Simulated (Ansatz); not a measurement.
**GaN (F-43m): phonons**

Computed with PBEsol, all-electron LAPW in Ansatz 0.2.0, scalar-relativistic; not a measurement.

The cell comes from a PAW relaxation under the same functional.

The structure is one entry of a database and needn't be the stable phase.

Command line:

```sh
ansatz run input.yaml --threads 2 --pin off --max-ram 5120MiB --backend cpu --events-out ev --progress --plain --runs-dir out
```

Input:

```yaml
crystal:
  lattice:
    - [0.0, 2.24913975976, 2.24913975976]
    - [2.24913975976, 0.0, 2.24913975976]
    - [2.24913975976, 2.24913975976, 0.0]
  atoms:
    - { symbol: Ga, position: [0.0, 0.0, 0.0] }
    - { symbol: "N", position: [0.25, 0.25, 0.25] }
kpoints:
  mp_grid: { grid: [8, 8, 8] }
scf:
  occupations: { method: fixed }
hamiltonian:
  xc: pbesol
  pseudopotentials: { kind: all_electron, lapw: { basis_error: 0.0005 } }
phonons:
  qmesh: [2, 2, 2]
  qpath:
    path:
      - [0.0, 0.0, 0.0]
      - [-0.5, -0.5, 0.0]
      - [-0.375, -0.375, 0.25]
      - [-0.375, 0.0, 0.375]
      - [0.0, 0.0, 0.0]
      - [0.0, 0.0, 0.5]
      - [-0.5, -0.25, 0.25]
      - [-0.5, -0.5, 0.0]
    npoints: 6
  temperatures: { t_min: 0, t_max: 1000, t_step: 100 }
```

Output:

```
Warning: RAYON_NUM_THREADS=2 ignored (pool sized by the plan → 2); use --threads N
LAPW: plane waves up to 11.308 Å⁻¹, error target 5.0e-4 eV per atom; small_component_spin mean_spin; N in spheres of 0.828 Å, 7 of its electrons in bands, Dirac shells []; Ga in spheres of 1.061 Å, 21 of its electrons in bands, ...
Engine: ansatz 0.2.0, x86_64-unknown-linux-gnu
Pseudopotentials: kind: all_electron
Pseudopotential: Ga, LAPW, valence charge 21, lapw/all_electron/scalar/gaussian/Ga, Koelling and Harmon's equation, gaussian nucleus
Pseudopotential: N, LAPW, valence charge 7, lapw/all_electron/scalar/gaussian/N, Koelling and Harmon's equation, gaussian nucleus
Functional definition: PBEsol
  exchange = pbesol_x
  correlation = pbesol_c
davidson cushion auto → on  (no smearing: the cushion is to keep the highest requested band from converging to the state above it; pin scf.eigensolver.cushion to override)
Crystal: 4 atoms, lattice volume = 45.510 Å³
Basis set: ecut = 487.1750985919684 eV, 1093 PW (Γ), FFT grids on a1, a2, −a1+a2+a3, exchange–correlation at level 2
Bands: 34, of which v1, the nominal top of the filled ones, is band 28 counted from 1 (27 counted from 0)
[... 134 lines left out ...]
  ASR residual: 9.170e-4 → 0.000e0 eV/Å²; symmetrization residual: 9.371e-5 eV/Å²
  largest component of a force at the reference: 4.9e-17 eV/Å
  ASR residual per site (eV/Å²): 9.17e-4 3.23e-4
  Γ frequencies (cm⁻¹): 0.00 0.00 0.00 536.52 536.52 536.52
--- Phonons (by wavevector): 3 wavevectors in 2 supercells ---
  supercell 1 (2 cells, vectors [1, 0, 0], [0, 1, -1], [0, 0, 2] in multiples of the cell's): 2 displaced members by 0.01 Å; free energy -108691.638355 eV; taken off its force constants: by the sum rule 2.3e-4, by the ...
  symmetry images taken by strict's conditions (phonons.symmetry_images: auto; settled by no image being taken that strict refuses)
  supercell 2 (2 cells, vectors [1, 0, 0], [0, 1, 0], [0, 0, 2] in multiples of the cell's): 4 displaced members by 0.01 Å; free energy -108691.638355 eV; taken off its force constants: by the sum rule 9.2e-4, by the ...
  symmetry images taken by strict's conditions (phonons.symmetry_images: auto; settled by no image being taken that strict refuses)
  q = [0.0000, 0.0000, 0.0000] (star 1, supercell 1; hermiticity 0.00e0, symmetrization 7.74e-5): -0.00 -0.00 0.00 536.52 536.52 536.52
  q = [0.0000, 0.0000, -0.5000] (star 4, supercell 2; hermiticity 7.01e-17, symmetrization 4.60e-16): 134.27 134.27 332.77 559.47 559.47 678.28
  q = [0.0000, -0.5000, -0.5000] (star 3, supercell 1; hermiticity 1.00e-16, symmetrization 3.39e-16): 187.59 187.59 339.37 597.99 597.99 669.07
  joined force constants: q→R imaginary residual 1.16e-17
  density of states and harmonic sums: on the 24×24×24 q-mesh, interpolated from the force constants of a 2×2×2 supercell (no non-analytic term)
  largest difference from the sums on the solved wave vectors: F 4.64e-2 eV, S 7.87e-5 and C_V 3.23e-5 eV/K
```

The calculation finished and met its thresholds.

Harmonic thermodynamics:

Harmonic phonons of a crystal by Kohn-Sham DFT at the given cell, standard atomic masses, acoustic sum rule imposed; negative wavenumbers are unstable modes; sums over wave vectors interpolated from the q mesh.

| Quantity | Value |
| --- | --- |
| Zero point energy | 75.2 meV/atom |

```
temperature (K)  phonon heat capacity (k_B/atom)  phonon entropy (k_B/atom)  phonon free energy (meV/atom)
            100                           0.7913                      0.428                          74.05
            200                            1.619                      1.245                          66.85
            300                            2.156                      2.013                          52.75
            400                            2.456                      2.679                          32.45
            500                            2.627                      3.247                           6.86
            600                            2.731                      3.736                         -23.28
            700                            2.798                      4.162                         -57.35
            800                            2.843                      4.539                         -94.87
            900                            2.874                      4.876                         -135.5
           1000                            2.897                       5.18                         -178.8
```

Zone-centre phonons:

Optical zone-centre levels upwards with Mulliken labels, activity, and the element with most of the kinetic energy.

* Point group: -43m

```tsv
number	phonon wavenumber (cm⁻¹)	label	infrared	raman	lead element
1	536.5	T2	yes	yes	N
```

**Phonons on the q mesh**

One row a degenerate set, branches counted upwards.

| Quantity | Value |
| --- | --- |
| Unstable phonons | no |

```tsv
point	q a (r.l.u.)	q b (r.l.u.)	q c (r.l.u.)	branch	phonon wavenumber (cm⁻¹)	degeneracy
Gamma	0	0	0	4	536.5	3
L	0.5	0	0	1	134.3	2
L	0.5	0	0	3	332.8	1
L	0.5	0	0	4	559.5	2
L	0.5	0	0	6	678.3	1
X	0.5	0.5	0	1	187.6	2
X	0.5	0.5	0	3	339.4	1
X	0.5	0.5	0	4	598	2
X	0.5	0.5	0	6	669.1	1
```

Caveats: this zinc-blende form is metastable at ambient conditions; no LO-TO term in the interpolation; coarse q mesh; no LO-TO term at the zone centre.

Time and hardware: 6.1 min on 2 threads of Intel(R) Xeon(R) Platinum 8488C (Sapphire Rapids), with other jobs on the host, peak memory 1 GiB.
